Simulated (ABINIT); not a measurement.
**ScAl3: equation of state with revPBE**

**What was measured.**

From “A Combined Experimental and First-Principles Based Assessment of Finite-Temperature Thermodynamic Properties of Intermetallic Al3Sc”, 2021, pmc:8067998, for a bulk crystal of ScAl3 at 298 K: bulk modulus 91.5 ± 1.1 GPa.

The system is ScAl3.

```xyz
4
Lattice="4.0878 0.0000 0.0000 0.0000 4.0878 0.0000 0.0000 0.0000 4.0878" Properties=species:S:1:pos:R:3 pbc="T T T"
Sc    0.0000    0.0000    0.0000
Al    2.0439    2.0439    0.0000
Al    0.0000    2.0439    2.0439
Al    2.0439    0.0000    2.0439
```

The cell is a database's computed one.

| Property | Result |
| --- | --- |
| Program | ABINIT 10.8.3 (patched build) |
| Task | equation of state |
| Functional | revPBE |
| Potentials or basis | JTH PAW PBE v2.0 |
| Cutoff | 408 eV |
| k mesh | 7 × 7 × 7 |
| Occupations | fermi-dirac, width 0.05 eV |
| Spin | no spin polarisation |

```
Equilibrium volume                      : 17.56 Å³/atom
Bulk modulus                            : 85 GPa
Pressure derivative of the bulk modulus : 4.0
```

Energy against volume, from the lowest point:
```csv
volume (Å³/atom),energy (meV/atom)
16.052,39.38
16.394,22.62
16.735,10.76
17.077,3.37
17.419,0.00
17.760,0.31
18.102,3.93
```

It took 92 s on 1 thread of Arm Neoverse V1 (shared host), peak memory 0.14 GiB.

A measured bulk modulus of ScAl3 is 91.5 GPa (298 K; quoted in “A Combined Experimental and First-Principles Based Assessment of Finite-Temperature Thermodynamic Properties of Intermetallic Al3Sc”, 2021, pmc:8067998); the calculated 85 GPa misses it by -7.4 %. The fit is for a static lattice scaled at fixed shape and fixed fractional positions.

Caveat: pressures at fixed basis lie under the slope of the energies; the PAW data sets were made with another functional, which shifts forces and pressure a little.
